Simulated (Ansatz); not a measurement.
CaF2 (Fluorite) under changes of volume

One of the cells (13.579 Å³/atom); the others are scaled copies at fixed shape and fractional positions:

```
CELL_PARAMETERS angstrom
0.00000 2.73100 2.73100
2.73100 0.00000 2.73100
2.73100 2.73100 0.00000
ATOMIC_POSITIONS crystal
Ca 0.00000 0.00000 0.00000
F 0.75000 0.75000 0.75000
F 0.25000 0.25000 0.25000
```

* Program: Ansatz 0.2.0
* Functional: SVWN5
* Potentials or basis: Ansatz PAW
* Cutoff: 420 eV (not typed: the program's choice for these potentials)
* k mesh: 8 × 8 × 8
* Occupations: fermi-dirac, width 0.05 eV
* Spin: no spin polarisation

```tsv
volume (Å³/atom)	energy over the lowest point (meV/atom)	pressure (GPa)	gap on the mesh (eV)
12.764	0.00	-1.4	7.30
13.036	4.14	-3.3	7.17
13.308	11.12	-5.0	7.05
13.579	20.94	-6.5	6.93
13.851	33.16	-7.8	6.81
14.122	47.46	-9.0	6.70
14.394	?	?	?
```

**Question.** What does the run at 14.394 Å³/atom give?

**Answer.** Energy over the lowest point 63.58 meV/atom; pressure -10.1 GPa; gap on the mesh 6.60 eV.

Worked out: A Birch-Murnaghan fit of order 3 (a polynomial in V^(-2/3)) to the other rows has its minimum at 12.57 Å³/atom, just outside them, with B0 = V·E''(V) = 99 GPa and B' = 4.0. It gives 63.81 meV/atom at 14.394 Å³/atom, against the run's 63.58, and -dE/dV = -10.2 GPa, against -10.1. A straight line through the other rows of the gap, of slope -5.94 eV per unit of ln V, extrapolates to 6.58 eV, against the run's 6.60.

Energies are extrapolated to zero smearing.

Caveats: the PAW data sets come from PBE, with cores solved anew for the run's functional, which leaves a small shift of forces and pressure.

A mesh can miss the band edges.
